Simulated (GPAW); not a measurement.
# Quasiparticle gap of CuCl (Nantokite) in GPAW, part 2 of 2

How does a plane-wave GW calculation on CuCl (Nantokite) run from the first input to the gap?

GPAW 26.7.0; PBE and many-body steps on it, plane waves. Known limits of the many-body steps: not at the basis limit; d shell near the gap, gap tends to lie low; coarse k mesh.

So far. Step 3 (Bands along the symmetry lines): The gap is 0.543 eV, as in the run before at this level. Step 4 (Empty states on the mesh, 6×6×6 mesh, 597 bands): On this mesh the gap is 0.543 eV.

The database entry behind the starting cell differs from later determinations by our own check (0.1 to 0.3 % short, probably kX units), so it need not match the best structure at ambient conditions.

**5. Screening and self-energy, 6×6×6 mesh, 272 bands, screening to 210 eV**

Now the one-shot GW correction: screening in the RPA, then the self-energy of the levels asked for.

This step: G0W0 on PBE, plane waves, PAW.

run.py

```python
import json
import numpy as np
from gpaw.mpi import world
from gpaw.response.g0w0 import G0W0

gw = G0W0('full.gpw',
    filename='gw',
    kpts=[0],
    bands=(7, 11),
    ecut=210,
    nbands=272,
    integrate_gamma='WS',
    ppa=True)
gw.calculate()
res = {mode: {k: v for k, v in r.items() if k != 'sigma_eskwn'}
       for mode, r in gw.all_results.items()}

if world.rank == 0:
    with open('result.json', 'w') as f:
        json.dump(res, f, default=lambda x: x.tolist())
```

Started as:

```bash
> mpirun -n 8 gpaw python run.py
```

Numbers of over 12 decimals in the logs are rounded to 6 here.

What it wrote:

```text
Using integrator: PointIntegrator
FrequencyGridDescriptor(from 0.000+0.000j to 0.000+27.211j eV, 2 points)
Nonperiodic BCs:  [False False False]
Using integrator: PointIntegrator
FrequencyGridDescriptor(from 0.000+0.000j to 0.000+27.211j eV, 2 points)
Nonperiodic BCs:  [False False False]
  ___  _ _ _
 |   || | | |
 | | || | | |
 |__ ||_____|
 |___|

BZ k-points: Symmetries present (total): 24

  [... matrices ...]
216 k-points: 6 x 6 x 6 Monkhorst-Pack grid + [1/12,1/12,1/12]
16 k-points in the irreducible part of the Brillouin zone
       k-points in crystal coordinates                weights
   0:     0.00000000    0.00000000    0.00000000          1/216
   1:     0.16666667    0.16666667    0.00000000          6/216
   2:     0.16666667    0.16666667    0.16666667          8/216
   3:     0.33333333    0.16666667    0.16666667         12/216
   4:     0.33333333    0.33333333   -0.33333333         12/216
   5:     0.33333333    0.33333333    0.00000000          6/216
   6:     0.33333333    0.33333333    0.16666667         24/216
   7:     0.33333333    0.33333333    0.33333333          8/216
   8:     0.50000000    0.33333333   -0.33333333         24/216
   9:     0.50000000    0.33333333   -0.16666667         12/216
          ...
  15:     0.50000000    0.50000000    0.50000000          4/216

Distributing spins, k-points and bands (1 x 1 x 4) over 8 processes
Number of blocks: 1

Quasi particle states:
k-points (IBZ indices): [0]
Band range: (7, 11)
  [... matrices ...]
Computational parameters:
Plane wave cut-off: 210 eV
Number of bands: 272
Coulomb cutoff: None
Broadening: 0.1 eV

fxc modes: GW
Kernel: RPA
Using Godby-Needs plasmon-pole approximation:
  Fitting energy: i*E0, E0 = 1.000 Hartree
Summing all q:

Calculating screened Coulomb potential
No Coulomb truncation
FrequencyGridDescriptor(from 0.000+0.000j to 0.000+27.211j eV, 2 points)
Removing empty qpoint cache files...

Calculating chi0 body with:
    Ground state adapter containing:
    Number of spins: 1
    Number of kpoints: 216
    Number of irreducible kpoints: 16
    Number of completely occupied states: 9
    Number of partially occupied states: 9
    Occupied states memory: 1.8984375 M / cpu

    Linear response parametrization:
    q_c: [1.3877787807814457e-17, 1.3877787807814457e-17, 1.3877787807814457e-17]
    Number of frequency points: 2
    Planewave cutoff: 210.0
    Number of bands: 272
    Number of planewaves: 283
    Broadening (eta): 1e-06
    comm.size: 8
    kncomm.size: 8
    blockcomm.size: 1

    Memory estimate of potentially large arrays:
        chi0_wGG: 2.444122 M / cpu
Integrating chi0 body.

Symmetries of q_c:
    Direct symmetries (Uq -> q): 24
    Indirect symmetries (TUq -> q): 24
In total 48 allowed symmetries.

  [... matrices ...]
16 groups of equivalent kpoints. 92.592593% reduction.

Integral kind: response function
Integrating chi0 head and wings.

Symmetries of q_c:
    Direct symmetries (Uq -> q): 24
    Indirect symmetries (TUq -> q): 24
In total 48 allowed symmetries.

  [... matrices ...]
16 groups of equivalent kpoints. 92.592593% reduction.

Integral kind: response function wings

Calculating chi0 body with:
    Ground state adapter containing:
    Number of spins: 1
    Number of kpoints: 216
    Number of irreducible kpoints: 16
    Number of completely occupied states: 9
    Number of partially occupied states: 9
[... the further q-points ...]

Results:
f:      Occupation numbers
eps:     KS-eigenvalues [eV]
vxc:     KS vxc [eV]
exx:     Exact exchange [eV]
sigma:   Self-energies [eV]
dsigma:  Self-energy derivatives
Z:       Renormalization factors
qp:      QP-energies [eV]

k-point 0 (0): (0.000, 0.000, 0.000)                GW
band       f     eps     vxc     exx   sigma  dsigma       Z      qp
                                                                   GW
   7   1.000   4.357 -34.315 -42.094   6.775  -0.371   0.730   3.625
   8   1.000   4.357 -34.315 -42.094   6.775  -0.371   0.730   3.625
   9   0.000   4.899 -11.742  -7.470  -4.014  -0.221   0.819   5.111
  10   0.000  11.005 -11.809  -6.533  -4.573  -0.234   0.810  11.574
```

Wall time 3.7 min (8 MPI ranks of Intel Xeon 6975P-C (Granite Rapids), shared host); peak memory 2.8 GiB.

This step gave:

```
G0W0 gap on the points computed              : 1.486 eV
least direct G0W0 gap on the computed points : 1.486 eV
Z at the valence top                         : 0.7296
Z at the conduction bottom                   : 0.8192
starting gap on the mesh                     : 0.5426 eV
k of the valence top                         : 0, 0, 0
k of the conduction bottom                   : 0, 0, 0
```

The gap on the mesh goes from 0.54 eV to 1.49 eV, a correction of +0.94 eV.

Limits: finite bands, cutoff and mesh; d shell near the gap, gap tends to lie low; coarse k mesh. v1 is the top filled band, c1 the lowest empty one. Levels before and after the correction, in eV, zero at the valence-band top of each column:

|  | conduction bottom | valence top |
| --- | --- | --- |
| Kohn-Sham | 0.54 | 0.00 |
| G0W0 | 1.49 | 0.00 |

```csv
,level,energy (eV)
Kohn-Sham,Γ v2-v1,0.000
Kohn-Sham,Γ c1,0.543
Kohn-Sham,Γ c2,6.648
G0W0,Γ v2-v1,0.000
G0W0,Γ c1,1.486
G0W0,Γ c2,7.950
```

**6. Where the time went**

Times are wall times on 8 MPI ranks of Intel Xeon 6975P-C (Granite Rapids), shared host, good to a factor of about two.

| step | time | share | memory (GiB) |
| --- | --- | --- | --- |
| ground state | 4.3 s | 2 % | 1.3 |
| bands along the symmetry lines | 4.6 s | 2 % | 1.4 |
| empty states on the mesh | 8.2 s | 3 % | 2.6 |
| screening and self-energy | 3.7 min | 93 % | 2.8 |

**7. Summary of results**

```
PBE gap              : 0.54 eV, direct
G0W0 gap on the mesh : 1.49 eV
GW settings          : 6×6×6 mesh, 272 bands, screening to 210 eV, Godby-Needs plasmon pole
known limits         : not at the basis limit; d shell near the gap, gap tends to lie low; coarse k mesh
```

G0W0 moves the gap on the mesh from 0.54 eV to 1.49 eV (+0.94 eV), with Z of 0.73 and 0.82 at the edges. Only 1 of the mesh's irreducible points was corrected, so a valley elsewhere could overtake. The dearest step here is «screening and self-energy». Bands and cutoff are finite, so the gap is not at the basis limit. The miss can reach some tenths of an eV and take either sign; the mesh is an error of its own. These stock PAW sets were not made for GW. In the G0W0 run levels were corrected at 1 k point alone, so a gap called «on the mesh» is the least over those, and an edge elsewhere would be missed. The 6×6×6 mesh is coarse for this cell, which bears on the long-range parts of exchange and screening. A d shell, filled or nearly so, lies near the gap. One-shot GW converges very slowly in bands there, not always from below, and on a semilocal start the gap tends to come out low; starts rich in exact exchange can overshoot instead.

[Paths, hosts, dates, memory and timing lines, banners, echoed tables and standing remarks are left out of the program output.]

[Logs are printed without paths, hosts, clocks, repeated set-up lines and the standing remarks that a program may print on its own settings, such as how far it seeks lower states.]

[Runs of the session that timed out or met a known fault of the program may be left out.]

[Hosts, paths, dates, database ids (printed as entryN), source tags and the programs' standing remarks are cut or masked in the printed files.]
